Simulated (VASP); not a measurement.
## VASP inputs for SrO (strained rocksalt)

INCAR

```
ISMEAR = 0
METAGGA = R2SCAN
LASPH = .TRUE.
PREC = Accurate
EDIFF = 1E-7
ENCUT = 520
NELM = 120
SIGMA = 0.01
LWAVE = .FALSE.
LREAL = .FALSE.
LCHARG = .FALSE.
NBANDS = 15
IBRION = -1
ISIF = 2
NSW = 0
ALGO = Normal
```

KPOINTS

```
KPOINTS created by Atomic Simulation Environment
0
Gamma
8 8 8
0 0 0
```

KPOINTS_OPT

```
special points
6
Reciprocal
0.0000000000 0.0000000000 0.0000000000 1
0.5000000000 0.0000000000 0.5000000000 1
0.6250000000 0.2500000000 0.6250000000 1
0.3750000000 0.3750000000 0.7500000000 1
0.5000000000 0.5000000000 0.5000000000 1
0.5000000000 0.2500000000 0.7500000000 1
```

POSCAR

```
Sr O
 1.0000000000000000
     0.0000000000000000    2.6572890956999999    2.6572890956999999
     2.6572890956999999    0.0000000000000000    2.6572890956999999
     2.6572890956999999    2.6572890956999999    0.0000000000000000
 Sr  O
   1   1
Cartesian
  0.0000000000000000  0.0000000000000000  0.0000000000000000
  2.6572890956999999  2.6572890956999999  2.6572890956999999
```

VASP ran with the recommended PBE PAW datasets (16 valence electrons in the cell).

What does this run give?

gap between bands v and c 3.77 eV; least direct gap 3.91 eV; pressure -6.5 GPa.

Band v is the last that the valence electrons fill when counted band by band, and c is the next. Levels in eV from the top of v:

| point | v−1 | v | c | c+1 |
| --- | --- | --- | --- | --- |
| Γ | 0.00 | 0.00 | 3.96 | 6.54 |
| X | -0.14 | -0.14 | 3.77 | 7.78 |
| K | -0.57 | -0.52 | 5.13 | 7.97 |
| L | -0.95 | -0.95 | 6.67 | 8.27 |
| W | -0.51 | -0.51 | 6.26 | 6.26 |
